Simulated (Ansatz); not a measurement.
## HfC: energy above given cell and pressure against volume ratio

All results are calculated (Ansatz 0.2.0). Plane-wave density functional theory, PAW datasets, Gaussian smearing 0.05 eV: equation of state, the given cell scaled in volume with shape and atoms relaxed at each volume.

The cell before it is scaled or strained (space group F-43m, No. 216):
```
cell vectors (Å)
   0.0000     2.5221     2.5221
   2.5221     0.0000     2.5221
   2.5221     2.5221     0.0000
atoms (fractions of the cell vectors)
Hf  0.00000  0.00000  0.00000
C   0.25000  0.25000  0.25000
```

Settings of every row: paw set soft_2; functional PBE; spin treatment none; moment partition spheres; spin axis none; wave cutoff 420 eV; k mesh 12x12x12; symmetry use detected.

Atom hubbard u: 0 on all atoms.

Limits: no spin-orbit coupling, which can matter with elements this heavy; the cell comes from a prototype or a list of computed structures and needn't be the stable phase.

```
row  volume ratio  V (Å³/atom)  energy above given cell (meV per atom)  pressure (GPa)
  1         0.945       15.161                                    25.7            9.75
  2          0.96       15.401                                       ?               ?
  3          0.98       15.722                                    3.22           3.265
  4             1       16.043                                       0           0.002
  5          1.02       16.364                                    3.02          -2.972
  6          1.04       16.685                                   11.71          -5.683
  7          1.07       17.166                                   34.34            -9.3
  8           1.1       17.648                                   67.11         -12.441
```

Question: what energy above given cell and pressure should row 2 give?

Worked fit of energy above given cell. Take u = (V_r/V)^(2/3) − 1 with V_r = 16.364 Å³ an atom, which is twice the finite (Eulerian) strain; such expansions in the strain, on which the Birch-Murnaghan equation of state is built, carry the rest volume and the bulk modulus. The shown rows have u = 0.05222, 0.02704, 0.0133, 0, -0.01287, -0.03139, -0.04911. Least squares give energy above given cell = 3.021 − 455.31 × u + 17175 × u² − 2647 × u³ meV per atom; a parabola predicts inner rows, each left out in turn, worse (root mean square 0.099 against 0.026 meV per atom). The rows lie off it by 0.00, 0.01, 0.00, 0.00, -0.02, 0.02, -0.01. Its lowest point lies at u = 0.0133, or V = 16.04 Å³ an atom, and the curvature there gives the bulk modulus with shape and atoms relaxed, B = (4/9)(1 + u)² E″(u)/V = 156 GPa. The withheld row has u = 0.04126, so the fit gives 3.021 − 455.31 × (0.04126) + 17175 × (0.04126)² − 2647 × (0.04126)³ = 13.29 meV per atom.

The calculation gave 13.27 meV per atom. The fit lies 0.02 meV per atom (0.03 % of the column's range) above it; its largest miss of a shown row is 0.02 meV per atom.

Worked fit of pressure. Take u = (V_r/V)^(2/3) − 1 with V_r = 16.364 Å³ an atom, which is twice the finite (Eulerian) strain; such expansions in the strain, on which the Birch-Murnaghan equation of state is built, carry the rest volume and the bulk modulus. The shown rows have u = 0.05222, 0.02704, 0.0133, 0, -0.01287, -0.03139, -0.04911. Least squares give pressure = −2.9733 + 217.074 × u + 501.3 × u² + 143.2 × u³ GPa; a parabola predicts inner rows, each left out in turn, worse (root mean square 0.0057 against 0.0025 GPa). The rows lie off it by 0.000, -0.001, -0.001, 0.001, 0.001, -0.002, 0.001. The pressure vanishes at u = 0.0133, or V = 16.04 Å³ an atom, and there the bulk modulus with shape and atoms relaxed is B = −V dP/dV = (2/3)(1 + u) dP/du = 156 GPa. The withheld row has u = 0.04126, so the fit gives −2.9733 + 217.074 × (0.04126) + 501.3 × (0.04126)² + 143.2 × (0.04126)³ = 6.847 GPa.

The calculation gave 6.841 GPa. The fit lies 0.006 GPa (0.027 % of the column's range) above it; its largest miss of a shown row is 0.002 GPa.
